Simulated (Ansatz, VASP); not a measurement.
## AlN: VASP beside Ansatz

Wanted: the spread between two codes on one cell, functional and k mesh. The cell is taken from a series of runs on this material, whose earlier steps may have relaxed, scaled, displaced or heated it; both programs get it as it stands.

Calculated with Ansatz 0.2.0; plane waves, with VASP 6.6.1 beside it; dielectric response at r2SCAN.

## 1. The structure

The structure is cubic, space group F-43m (No. 216). The conventional cell has a = 4.368 Å, b = 4.368 Å, c = 4.368 Å, α = 90.00°, β = 90.00°, γ = 90.00°. Nearest to Al lie 4 N at 1.89 Å. Nearest to N lie 4 Al at 1.89 Å. Farther neighbours and most contacts between anions are not listed.

Structure file:

```
Al N
1.0
     0.00000    2.18399    2.18399
     2.18399    0.00000    2.18399
     2.18399    2.18399    0.00000
Al N
1 1
Cartesian
  0.0000 0.0000 0.0000
  1.0920 1.0920 1.0920
```

## 2. VASP: dielectric response, r2SCAN

The response to a field tests empty states and converges slowly with the mesh.

Lines of VASP's logs that name or quote its potential files are left out, and so is its time.

Input file INCAR:

```
SYSTEM = AlN
PREC = Accurate
ENCUT = 580
EDIFF = 1E-08
NELM = 120
ISMEAR = 0
SIGMA = 0.01
LREAL = .FALSE.
ALGO = Normal
METAGGA = R2SCAN
LASPH = .TRUE.
NBANDS = 10
LORBIT = 11
LWAVE = .FALSE.
LCHARG = .FALSE.
ISIF = 2
LCALCEPS = .TRUE.
LPEAD = .TRUE.
GGA_COMPAT = .FALSE.
EFERMI = MIDGAP
LMIXTAU = .TRUE.
KPAR = 2
```

Input file POSCAR:

```
AlN
1.0
    0.0000000000      2.1839935596      2.1839935596
    2.1839935596      0.0000000000      2.1839935596
    2.1839935596      2.1839935596      0.0000000000
Al N
1 1
Direct
    0.0000000000      0.0000000000      0.0000000000
    0.2500000000      0.2500000000      0.2500000000
```

Input file KPOINTS:

```
Automatic mesh
0
Gamma
9 9 9
0 0 0
```

PAW data sets: Al and N (PBE family, release 64).

On the command line:

```bash
mpirun -np 2 vasp_std
```

Numbers of over 12 decimals in the logs are rounded to 6 here.

Log:

```text
[banner, memory and clock lines left out]
running    2 mpi-ranks, on    1 nodes
 distrk:  each k-point on    1 cores,    2 groups
 distr:  one band on    1 cores,    1 groups

 POSCAR found type information on POSCAR AlN
 POSCAR found :  2 types and       2 ions
|                                                                             |
|               ----> ADVICE to this user running VASP <----                  |
|                                                                             |
|     You enforced a specific xc type in the INCAR file but a different       |
|     [... a line on the potential file left out ...]
|     I HOPE YOU KNOW WHAT YOU ARE DOING!                                     |
|                                                                             |

 LDA part: xc-table for (None), standard interpolation
 POSCAR, INCAR and KPOINTS ok, starting setup
 FFT: planning ... GRIDC
 FFT: planning ... GRID_SOFT
 FFT: planning ... GRID
 WAVECAR not read
 entering main loop
       N       E                     dE             d eps       ncg     rms          rms(c)
DAV:   1     0.748191469332E+01    0.74819E+01   -0.43889E+03   724   0.761E+02
DAV:   2    -0.225357861954E+02   -0.30018E+02   -0.28946E+02   890   0.161E+02
DAV:   3    -0.235111986366E+02   -0.97541E+00   -0.97381E+00   838   0.286E+01
DAV:   4    -0.235164623326E+02   -0.52637E-02   -0.52632E-02   810   0.217E+00
DAV:   5    -0.235165295796E+02   -0.67247E-04   -0.67246E-04   824   0.243E-01    0.888E+00
DAV:   6    -0.188568285250E+02    0.46597E+01   -0.81325E+00   806   0.171E+01    0.396E+00
DAV:   7    -0.193125420886E+02   -0.45571E+00   -0.11535E+00   782   0.674E+00    0.227E+00
DAV:   8    -0.187203225227E+02    0.59222E+00   -0.86582E-01   704   0.600E+00    0.160E+00
DAV:   9    -0.191406598023E+02   -0.42034E+00   -0.25064E-01   704   0.425E+00    0.716E-01
DAV:  10    -0.191671794197E+02   -0.26520E-01   -0.41975E-02   706   0.140E+00    0.358E-01
DAV:  11    -0.191675367527E+02   -0.35733E-03   -0.70840E-04   794   0.267E-01    0.338E-01
DAV:  12    -0.191682822719E+02   -0.74552E-03   -0.33390E-04   750   0.106E-01    0.356E-01
DAV:  13    -0.191792194972E+02   -0.10937E-01   -0.43677E-03   708   0.464E-01    0.467E-01
DAV:  14    -0.191799079859E+02   -0.68849E-03   -0.46428E-04   718   0.187E-01    0.576E-01
[...]
DAV:  21    -0.191795917895E+02   -0.99711E-05   -0.10764E-05   712   0.245E-02    0.193E-02
DAV:  22    -0.191795899619E+02    0.18275E-05   -0.31242E-06   724   0.205E-02    0.665E-03
DAV:  23    -0.191795909799E+02   -0.10180E-05   -0.46276E-08   800   0.238E-03    0.248E-03
DAV:  24    -0.191795909002E+02    0.79707E-07   -0.34604E-08   626   0.119E-03    0.160E-03
DAV:  25    -0.191795911049E+02   -0.20472E-06   -0.65777E-09   376   0.689E-04    0.612E-04
DAV:  26    -0.191795909631E+02    0.14189E-06   -0.94868E-10   366   0.320E-04    0.836E-05
DAV:  27    -0.191795909731E+02   -0.10018E-07   -0.81688E-11   368   0.962E-05    0.697E-05
DAV:  28    -0.191795909813E+02   -0.82488E-08   -0.15040E-11   362   0.455E-05
       N       E                     dE             d eps       ncg     rms          rms(c)
SDA:   1    -0.191795910379E+02   -0.19180E+02   -0.15991E-12  2050   0.400E-12   0.000E+00
DMP:   2    -0.191795910392E+02   -0.12474E-08   -0.26413E-11  2050   0.655E-11   0.152E-12
 final diagonalization occupied
 p_tot=(  0.546E+01  0.546E+01  0.546E+01 )
       N       E                     dE             d eps       ncg     rms          rms(c)
 p_tot=(  0.546E+01  0.546E+01  0.546E+01 )
dp_tot=(  0.000E+00  0.000E+00  0.000E+00 )  diag[e(oo)]=(  1.00000    ---      ---   )
SDA:   1    -0.191795921005E+02   -0.10626E-05   -0.12792E-04  2050   0.320E-04   0.000E+00
 p_tot=(  0.546E+01  0.546E+01  0.546E+01 )
dp_tot=(  0.128E-02  0.385E-07  0.385E-07 )  diag[e(oo)]=(  2.11104    ---      ---   )
DMP:   2    -0.191796023916E+02   -0.10291E-04   -0.90123E-05  2050   0.124E-04   0.195E-04
 p_tot=(  0.546E+01  0.546E+01  0.546E+01 )
dp_tot=(  0.272E-02  0.828E-07  0.826E-07 )  diag[e(oo)]=(  3.36452    ---      ---   )
DMP:   3    -0.191796084268E+02   -0.60353E-05   -0.26962E-05  2050   0.277E-05   0.765E-05
 p_tot=(  0.546E+01  0.546E+01  0.546E+01 )
dp_tot=(  0.371E-02  0.114E-06  0.114E-06 )  diag[e(oo)]=(  4.22126    ---      ---   )
DMP:   4    -0.191796097988E+02   -0.13720E-05   -0.70089E-06  2050   0.169E-05   0.123E-06
 p_tot=(  0.546E+01  0.546E+01  0.546E+01 )
dp_tot=(  0.412E-02  0.130E-06  0.129E-06 )  diag[e(oo)]=(  4.58067    ---      ---   )
DMP:   5    -0.191796101162E+02   -0.31748E-06   -0.50841E-06  2050   0.136E-05  -0.162E-06
 p_tot=(  0.546E+01  0.546E+01  0.546E+01 )
dp_tot=(  0.414E-02  0.133E-06  0.133E-06 )  diag[e(oo)]=(  4.59494    ---      ---   )
DMP:   6    -0.191796104186E+02   -0.30237E-06   -0.30699E-06  2050   0.641E-06   0.243E-06
 p_tot=(  0.546E+01  0.546E+01  0.546E+01 )
dp_tot=(  0.399E-02  0.132E-06  0.131E-06 )  diag[e(oo)]=(  4.46862    ---      ---   )
DMP:   7    -0.191796105893E+02   -0.17068E-06   -0.13484E-06  2050   0.292E-06   0.868E-07
 p_tot=(  0.546E+01  0.546E+01  0.546E+01 )
dp_tot=(  0.385E-02  0.129E-06  0.128E-06 )  diag[e(oo)]=(  4.34223    ---      ---   )
DMP:   8    -0.191796106621E+02   -0.72804E-07   -0.80036E-07  2050   0.186E-06   0.272E-07
 p_tot=(  0.546E+01  0.546E+01  0.546E+01 )
[...]
DMP:   2    -0.191795910409E+02    0.16443E-07   -0.26006E-12  2050   0.257E-11  -0.502E-11
DMP:   3    -0.191795910415E+02   -0.57946E-09   -0.93479E-12  2050   0.221E-11   0.321E-12
 final diagonalization occupied
 p_tot=(  0.546E+01  0.546E+01  0.546E+01 )
       N       E                     dE             d eps       ncg     rms          rms(c)
 p_tot=(  0.546E+01  0.546E+01  0.546E+01 )
dp_tot=(  0.000E+00  0.000E+00  0.000E+00 )  diag[e(oo)]=(    ---    1.00000    ---   )
SDA:   1    -0.191795921025E+02   -0.10616E-05   -0.12792E-04  2050   0.320E-04   0.000E+00
 p_tot=(  0.546E+01  0.546E+01  0.546E+01 )
dp_tot=(  0.391E-07  0.128E-02  0.363E-07 )  diag[e(oo)]=(    ---    2.11104    ---   )
DMP:   2    -0.191796023928E+02   -0.10290E-04   -0.90123E-05  2050   0.124E-04   0.195E-04
 p_tot=(  0.546E+01  0.546E+01  0.546E+01 )
dp_tot=(  0.820E-07  0.272E-02  0.788E-07 )  diag[e(oo)]=(    ---    3.36451    ---   )
DMP:   3    -0.191796084277E+02   -0.60349E-05   -0.26962E-05  2050   0.277E-05   0.765E-05
 p_tot=(  0.546E+01  0.546E+01  0.546E+01 )
dp_tot=(  0.112E-06  0.371E-02  0.110E-06 )  diag[e(oo)]=(    ---    4.22125    ---   )
DMP:   4    -0.191796097994E+02   -0.13717E-05   -0.70088E-06  2050   0.169E-05   0.123E-06
 p_tot=(  0.546E+01  0.546E+01  0.546E+01 )
dp_tot=(  0.125E-06  0.412E-02  0.124E-06 )  diag[e(oo)]=(    ---    4.58066    ---   )
DMP:   5    -0.191796101166E+02   -0.31719E-06   -0.50841E-06  2050   0.136E-05  -0.162E-06
 p_tot=(  0.546E+01  0.546E+01  0.546E+01 )
dp_tot=(  0.127E-06  0.414E-02  0.126E-06 )  diag[e(oo)]=(    ---    4.59493    ---   )
DMP:   6    -0.191796104187E+02   -0.30216E-06   -0.30699E-06  2050   0.641E-06   0.243E-06
 p_tot=(  0.546E+01  0.546E+01  0.546E+01 )
dp_tot=(  0.123E-06  0.399E-02  0.123E-06 )  diag[e(oo)]=(    ---    4.46861    ---   )
DMP:   7    -0.191796105893E+02   -0.17058E-06   -0.13484E-06  2050   0.292E-06   0.868E-07
 p_tot=(  0.546E+01  0.546E+01  0.546E+01 )
dp_tot=(  0.120E-06  0.385E-02  0.119E-06 )  diag[e(oo)]=(    ---    4.34222    ---   )
DMP:   8    -0.191796106621E+02   -0.72761E-07   -0.80035E-07  2050   0.186E-06   0.272E-07
 p_tot=(  0.546E+01  0.546E+01  0.546E+01 )
dp_tot=(  0.118E-06  0.376E-02  0.117E-06 )  diag[e(oo)]=(    ---    4.26874    ---   )
DMP:   9    -0.191796107125E+02   -0.50425E-07   -0.51671E-07  2050   0.102E-06   0.517E-07
 p_tot=(  0.546E+01  0.546E+01  0.546E+01 )
dp_tot=(  0.117E-06  0.373E-02  0.116E-06 )  diag[e(oo)]=(    ---    4.24310    ---   )
DMP:  10    -0.191796107451E+02   -0.32604E-07   -0.24640E-07  2050   0.443E-07   0.333E-07
 p_tot=(  0.546E+01  0.546E+01  0.546E+01 )
dp_tot=(  0.116E-06  0.373E-02  0.115E-06 )  diag[e(oo)]=(    ---    4.24113    ---   )
DMP:  11    -0.191796107594E+02   -0.14359E-07   -0.11154E-07  2050   0.229E-07   0.960E-08
 p_tot=(  0.546E+01  0.546E+01  0.546E+01 )
dp_tot=(  0.116E-06  0.373E-02  0.115E-06 )  diag[e(oo)]=(    ---    4.24383    ---   )
DMP:  12    -0.191796107661E+02   -0.66360E-08   -0.66095E-08  2050   0.139E-07   0.504E-08
 final diagonalization full
 p_tot=(  0.546E+01  0.546E+01  0.546E+01 )
dp_tot=(  0.115E-06  0.373E-02  0.115E-06 )  diag[e(oo)]=(    ---    4.24387    ---   )
       N       E                     dE             d eps       ncg     rms          rms(c)
SDA:   1    -0.191795910391E+02    0.19720E-04   -0.54106E-11  2050   0.135E-10   0.000E+00
DMP:   2    -0.191795910422E+02   -0.30325E-08   -0.37093E-12  2050   0.288E-11  -0.510E-11
 final diagonalization occupied
 p_tot=(  0.546E+01  0.546E+01  0.546E+01 )
       N       E                     dE             d eps       ncg     rms          rms(c)
 p_tot=(  0.546E+01  0.546E+01  0.546E+01 )
dp_tot=(  0.000E+00  0.000E+00  0.000E+00 )  diag[e(oo)]=(    ---      ---    1.00000 )
SDA:   1    -0.191795921036E+02   -0.10645E-05   -0.12792E-04  2050   0.320E-04   0.000E+00
 p_tot=(  0.546E+01  0.546E+01  0.546E+01 )
dp_tot=(  0.328E-07  0.333E-07  0.128E-02 )  diag[e(oo)]=(    ---      ---    2.11103 )
DMP:   2    -0.191796023932E+02   -0.10290E-04   -0.90123E-05  2050   0.124E-04   0.195E-04
 p_tot=(  0.546E+01  0.546E+01  0.546E+01 )
dp_tot=(  0.685E-07  0.695E-07  0.272E-02 )  diag[e(oo)]=(    ---      ---    3.36451 )
DMP:   3    -0.191796084280E+02   -0.60348E-05   -0.26962E-05  2050   0.277E-05   0.765E-05
 p_tot=(  0.546E+01  0.546E+01  0.546E+01 )
dp_tot=(  0.936E-07  0.949E-07  0.371E-02 )  diag[e(oo)]=(    ---      ---    4.22125 )
DMP:   4    -0.191796097995E+02   -0.13716E-05   -0.70089E-06  2050   0.169E-05   0.123E-06
 p_tot=(  0.546E+01  0.546E+01  0.546E+01 )
dp_tot=(  0.107E-06  0.109E-06  0.412E-02 )  diag[e(oo)]=(    ---      ---    4.58066 )
DMP:   5    -0.191796101167E+02   -0.31713E-06   -0.50840E-06  2050   0.136E-05  -0.162E-06
 p_tot=(  0.546E+01  0.546E+01  0.546E+01 )
dp_tot=(  0.113E-06  0.114E-06  0.414E-02 )  diag[e(oo)]=(    ---      ---    4.59492 )
DMP:   6    -0.191796104188E+02   -0.30211E-06   -0.30699E-06  2050   0.641E-06   0.243E-06
 p_tot=(  0.546E+01  0.546E+01  0.546E+01 )
dp_tot=(  0.115E-06  0.116E-06  0.399E-02 )  diag[e(oo)]=(    ---      ---    4.46861 )
DMP:   7    -0.191796105893E+02   -0.17056E-06   -0.13484E-06  2050   0.292E-06   0.868E-07
 p_tot=(  0.546E+01  0.546E+01  0.546E+01 )
dp_tot=(  0.115E-06  0.116E-06  0.385E-02 )  diag[e(oo)]=(    ---      ---    4.34222 )
DMP:   8    -0.191796106621E+02   -0.72747E-07   -0.80036E-07  2050   0.186E-06   0.272E-07
 p_tot=(  0.546E+01  0.546E+01  0.546E+01 )
dp_tot=(  0.113E-06  0.114E-06  0.376E-02 )  diag[e(oo)]=(    ---      ---    4.26874 )
DMP:   9    -0.191796107125E+02   -0.50403E-07   -0.51670E-07  2050   0.102E-06   0.517E-07
 p_tot=(  0.546E+01  0.546E+01  0.546E+01 )
dp_tot=(  0.112E-06  0.113E-06  0.373E-02 )  diag[e(oo)]=(    ---      ---    4.24310 )
DMP:  10    -0.191796107451E+02   -0.32618E-07   -0.24640E-07  2050   0.443E-07   0.333E-07
 p_tot=(  0.546E+01  0.546E+01  0.546E+01 )
dp_tot=(  0.110E-06  0.111E-06  0.373E-02 )  diag[e(oo)]=(    ---      ---    4.24113 )
DMP:  11    -0.191796107594E+02   -0.14349E-07   -0.11154E-07  2050   0.229E-07   0.960E-08
 p_tot=(  0.546E+01  0.546E+01  0.546E+01 )
dp_tot=(  0.109E-06  0.110E-06  0.373E-02 )  diag[e(oo)]=(    ---      ---    4.24383 )
DMP:  12    -0.191796107661E+02   -0.66180E-08   -0.66095E-08  2050   0.139E-07   0.504E-08
 final diagonalization full
 p_tot=(  0.546E+01  0.546E+01  0.546E+01 )
dp_tot=(  0.108E-06  0.109E-06  0.373E-02 )  diag[e(oo)]=(    ---      ---    4.24387 )
   1 F= -.19179611E+02 E0= -.19179611E+02  d E =0.000000E+00
```

OUTCAR, selected parts (step 2):

```text
ion  position               nearest neighbor table
   1  0.000  0.000  0.000-   2 1.89   2 1.89   2 1.89   2 1.89
   2  0.250  0.250  0.250-   1 1.89   1 1.89   1 1.89   1 1.89

  LATTYP: Found a face centered cubic cell.
 ALAT       =     4.3679871192

 Subroutine GETGRP returns: Found 24 space group operations
 (whereof 24 operations were pure point group operations)

The static configuration has the point symmetry T_d .

 Found     35 irreducible k-points:

   k-points           NKPTS =     35   k-points in BZ     NKDIM =     35   number of bands    NBANDS=     10

   dimension x,y,z NGX =    24 NGY =   24 NGZ =   24
   dimension x,y,z NGXF=    48 NGYF=   48 NGZF=   48

   ENCUT  =  580.0 eV  42.63 Ry    6.53 a.u.   6.07  6.07  6.07*2*pi/ulx,y,z

   NELECT =       8.0000    total number of electrons

 k-points in reciprocal lattice and weights: Automatic mesh
   0.00000000  0.00000000  0.00000000       0.001
   0.11111111  0.00000000  0.00000000       0.011
   0.22222222  0.00000000  0.00000000       0.011
   0.33333333  0.00000000  0.00000000       0.011
   0.44444444  0.00000000  0.00000000       0.011
   0.11111111  0.11111111  0.00000000       0.008
   0.22222222  0.11111111  0.00000000       0.033
   0.33333333  0.11111111  0.00000000       0.033
   0.44444444  0.11111111  0.00000000       0.033
[...]
-0.33333333  0.44444444  0.11111111       0.033
  -0.33333333  0.44444444  0.22222222       0.033

 average (electrostatic) potential at core
       1 -74.5225       2 -62.7681

            Ionic dipole moment: p[ion]=(     5.45998     5.45998     5.45998 ) |e| Angst

 Total electronic dipole moment: p[elc]=(     0.00011     0.00011     0.00384 ) |e| Angst

 MACROSCOPIC STATIC DIELECTRIC TENSOR (including local field effects)
 ------------------------------------------------------
           4.243872    -0.000000     0.000000
          -0.000000     4.243872    -0.000000
           0.000000    -0.000000     4.243872
 ------------------------------------------------------

 PIEZOELECTRIC TENSOR (including local field effects) (C/m^2)
          XX          YY          ZZ          XY          YZ          ZX
  --------------------------------------------------------------------------------
  x     0.00000     0.00000     0.00000    -0.00000    -0.59382     0.00000
  y    -0.00000    -0.00000    -0.00000     0.00000     0.00000    -0.59382
  z     0.00000     0.00000    -0.00000    -0.59382    -0.00000     0.00000

 BORN EFFECTIVE CHARGES (including local field effects) (in |e|, cummulative output)
 ---------------------------------------------------------------------------------
 ion    1
    1     2.51818    -0.00000     0.00000
    2     0.00000     2.51818    -0.00000
    3    -0.00000    -0.00000     2.51818
 ion    2
    1    -2.51818     0.00000     0.00000
    2     0.00000    -2.51818     0.00000
    3    -0.00000     0.00000    -2.51818

  Total       -0.0067860     -0.0067860     -0.0067860     -0.0000000     -0.0000000     -0.0000000
  in kB       -0.5218413     -0.5218413     -0.5218413     -0.0000000     -0.0000000     -0.0000000
  external PRESSURE =      -0.5218413 kB  Pullay stress =       0.0000000 kB

  energy-cutoff  :      580.00
  volume of cell :       20.83
      direct lattice vectors                 reciprocal lattice vectors
     0.000000000  2.183993560  2.183993560    -0.228938404  0.228938404  0.228938404
     2.183993560  0.000000000  2.183993560     0.228938404 -0.228938404  0.228938404
     2.183993560  2.183993560  0.000000000     0.228938404  0.228938404 -0.228938404

 POSITION                                       TOTAL-FORCE (eV/Angst)
 -----------------------------------------------------------------------------------
      0.00000      0.00000      0.00000         0.000000      0.000000      0.000000
      1.09200      1.09200      1.09200        -0.000000     -0.000000     -0.000000
 -----------------------------------------------------------------------------------
    total drift:                               -0.000000     -0.000000     -0.000000
```

[end of part 1 of 2]

[Lines on the potential files, build, host, timing and source positions are cut from VASP's logs without a mark.]

[Logs are printed without paths, hosts, clocks, repeated set-up lines and the standing remarks that a program may print on its own settings, such as how far it seeks lower states.]

[Hosts, paths, dates, database ids (printed as entryN), source tags and the programs' standing remarks are cut or masked in the printed files.]
